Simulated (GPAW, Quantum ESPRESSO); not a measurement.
The F K edge of atom 2 in KF (Carobbiite, Fm-3m), with 6 K at 2.67 Å (octahedral, site symmetry m-3m), was computed in 2 ways: full core hole (charged cell) and no core hole. Program and functional: Quantum ESPRESSO XSpectra, PBE, Lorentzian half width 0.3 eV up to 4 eV, rising linearly to 2.5 eV at 25 eV; cells of 2 and 12 atoms (the run without a hole in the smaller).

Each run is counted from its own lowest empty level or Fermi level and scaled to a mean of 1 over its first 20 eV. (XSpectra's own axis starts at xe0, in the gap; it has been shifted.)

| E (eV) | run 1 | run 2 |
| --- | --- | --- |
| -2.0 | 0.04 | 0.03 |
| -1.4 | 0.04 | 0.04 |
| -0.8 | 0.06 | 0.05 |
| -0.2 | 0.08 | 0.07 |
| 0.4 | 0.14 | 0.13 |
| 1.0 | 0.26 | 0.22 |
| 1.6 | 0.58 | 0.49 |
| 2.2 | 1.62 | 0.85 |
| 2.8 | 2.60 | 1.65 |
| 3.4 | 1.51 | 1.65 |
| 4.0 | 1.08 | 1.30 |
| 4.6 | 0.99 | 1.09 |
| 5.2 | 1.25 | 1.33 |
| 5.8 | 1.39 | 1.51 |
| 6.4 | 1.29 | 1.52 |
| 7.0 | 1.18 | 1.51 |
| 7.6 | 0.99 | 1.35 |
| 8.2 | 0.84 | 1.16 |
| 8.8 | 0.77 | 1.03 |
| 9.4 | 0.74 | 0.94 |
| 10.0 | 0.74 | 0.88 |
| 10.6 | 0.75 | 0.87 |
| 11.2 | 0.77 | 0.87 |
| 11.8 | 0.77 | 0.84 |
| 12.4 | 0.74 | 0.79 |
| 13.0 | 0.71 | 0.73 |
| 13.6 | 0.71 | 0.69 |
| 14.2 | 0.76 | 0.70 |
| 14.8 | 0.84 | 0.73 |
| 15.4 | 0.95 | 0.78 |
| 16.0 | 1.05 | 0.84 |
| 16.6 | 1.15 | 0.92 |
| 17.2 | 1.24 | 1.01 |
| 17.8 | 1.29 | 1.11 |
| 18.4 | 1.27 | 1.18 |
| 19.0 | 1.19 | 1.21 |
| 19.6 | 1.08 | 1.18 |
| 20.2 | 0.97 | 1.11 |
| 20.8 | 0.88 | 1.03 |
| 21.4 | 0.81 | 0.95 |
| 22.0 | 0.77 | 0.87 |
| 22.6 | 0.74 | 0.82 |
| 23.2 | 0.73 | 0.78 |
| 23.8 | 0.73 | 0.76 |
| 24.4 | 0.74 | 0.76 |
| 25.0 | 0.76 | 0.76 |
| 25.6 | 0.77 | 0.77 |
| 26.2 | 0.77 | 0.78 |
| 26.8 | 0.76 | 0.78 |
| 27.4 | 0.74 | 0.78 |
| 28.0 | 0.72 | 0.76 |
| 28.6 | 0.69 | 0.73 |
| 29.2 | 0.67 | 0.70 |
| 29.8 | 0.64 | 0.67 |
| 30.4 | 0.62 | 0.64 |
| 31.0 | 0.61 | 0.62 |
| 31.6 | 0.61 | 0.60 |

Q: Which run is which?

Run 1: full core hole (charged cell) (area from −2 to 6 eV 6.8, main maxima 2.7 eV (2.62), 5.6 eV (1.39) and 17.9 eV (1.29)). Run 2: no core hole (area from −2 to 6 eV 6.1, main maxima 3.1 eV (1.79), 6.7 eV (1.53) and 19.0 eV (1.21)). With each curve scaled to its own mean, the area from −2 to 6 eV with the hole is 6.8 against 6.1, and the centre of weight from −1 to 20 eV moves by +0.0 eV (first and strongest maxima below 20 eV: 3.1 eV (1.79), 6.7 eV (1.53) and 19.0 eV (1.21) without the hole, 2.7 eV (2.62), 5.6 eV (1.39) and 17.9 eV (1.29) with it); the shape changes all the same, by 24 % r.m.s.

[Hosts, paths, dates, database ids (printed as entryN), source tags and the programs' standing remarks are cut or masked in the printed files.]

[Lists of maxima count a maximum above −3 eV only where it reaches 4 % of the highest in the window and stands out from its surroundings by 2 % of it (1.5 % where it reaches 55 %); shoulders and weaker maxima are passed over, and of the rest the first, up to two pre-edge ones and the few strongest are named.]
